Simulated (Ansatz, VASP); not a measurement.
Ag in VASP and in Ansatz

Contents of INCAR:

```
ALGO     = Normal         # electronic algorithm
EDIFF    = 1E-6           # SCF threshold, eV
ENCUT    = 520            # plane-wave cutoff, eV
GGA      = PE             # functional
ISIF     = 2              # what is computed and relaxed
ISMEAR   = 0              # smearing method
LASPH    = True           # aspherical terms in the spheres
LCHARG   = False          # write CHGCAR
LREAL    = False          # projectors in reciprocal space
LWAVE    = False          # write WAVECAR
NELM     = 80             # most SCF steps
PREC     = Accurate       # precision mode
SIGMA    = 0.013000000000000001 # smearing width, eV
```

The input KPOINTS:

```
k-points
0
Gamma
  11 11 11
```

POSCAR

```
Ag
1.0
    0.0000000000      2.0427500000      2.0427500000
    2.0427500000      0.0000000000      2.0427500000
    2.0427500000      2.0427500000      0.0000000000
Ag
1
Direct
    0.0000000000      0.0000000000      0.0000000000
```

The input input.yaml:

```yaml
crystal:
  lattice:
    - [0.0, 2.04275, 2.04275]
    - [2.04275, 0.0, 2.04275]
    - [2.04275, 2.04275, 0.0]
  atoms:
    - { symbol: Ag, position: [0.0, 0.0, 0.0] }
hamiltonian:
  xc: pbe
  pseudopotentials: { kind: paw }
kpoints:
  mp_grid: { grid: [11, 11, 11] }
scf:
  occupations: { method: gaussian, width: 0.013 }
output:
  forces: true
  stress: true
  eigenvalues: true
  write_density: true
  write_potential: true
  elf: true
  volumetric_format: npy
```

Alike in both runs: task single point; functional PBE; k mesh 11 × 11 × 11; occupations gaussian, width 0.013 eV; no spin polarisation.

```csv
,VASP,Ansatz
version,VASP 6.6.1,Ansatz 0.2.0
potentials or method,"VASP PAW PBE potentials, release 64 (Ag)",Ansatz PAW
plane-wave cutoff (eV),520,420
valence electrons in the cell,11,19
```

```tsv
	VASP	Ansatz	Ansatz less VASP
gap on the k mesh at the Fermi level (eV)	none	none	-
pressure (GPa)	4.1	4.3	+0.18
```

A gap of «none» marks a metal or a gap that the smearing closes. The two sets of potentials don't hold the same shells in valence.
